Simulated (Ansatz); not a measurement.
## Two Ansatz runs on Cs

The structure comes from a relaxation in the same program, started in the sc type, and has space group Pm-3m. Whether it is a known phase or the ground state wasn't checked.

First run: DFT, PBE, all-electron LAPW, scalar-relativistic (Ansatz 0.2.0).

Command: `ansatz run input.yaml --threads 1 --pin off --max-ram 2048MiB --backend cpu --events-out ev --progress --plain --runs-dir out` The run took about 0.7 s on 1 thread of a shared machine.

```yaml
crystal:
  lattice:
    - [5.0212038749, 0.0, 0.0]
    - [0.0, 5.0212038749, 0.0]
    - [0.0, 0.0, 5.0212038749]
  atoms:
    - { symbol: Cs, position: [0.0, 0.0, 0.0] }
kpoints:
  mp_grid: { grid: [3, 3, 3] }
scf:
  occupations: { method: fermi_dirac, width: 0.05 }
hamiltonian:
  xc: pbe
  pseudopotentials: { kind: all_electron, lapw: { basis_error: 0.0005 } }
output:
  forces: true
  stress: true
  eigenvalues: true
```

Result: converged; pressure -0.02 GPa; 8 SCF iterations.

Spin–orbit coupling is left out, though it moves levels of the heavy atoms by tenths of an eV or more.

The input is then changed:

```diff
@@ -9,5 +9,5 @@
   mp_grid: { grid: [3, 3, 3] }
 scf:
-  occupations: { method: fermi_dirac, width: 0.05 }
+  occupations: { method: methfessel_paxton, width: 0.15 }
 hamiltonian:
   xc: pbe
@@ -17,3 +17,5 @@
   stress: true
   eigenvalues: true
+magnetization:
+  spin_polarized: true
```

**Question.** What does the second run give?

**Answer.** It converged; pressure -0.06 GPa; moment 0.40 μB; 15 SCF iterations.
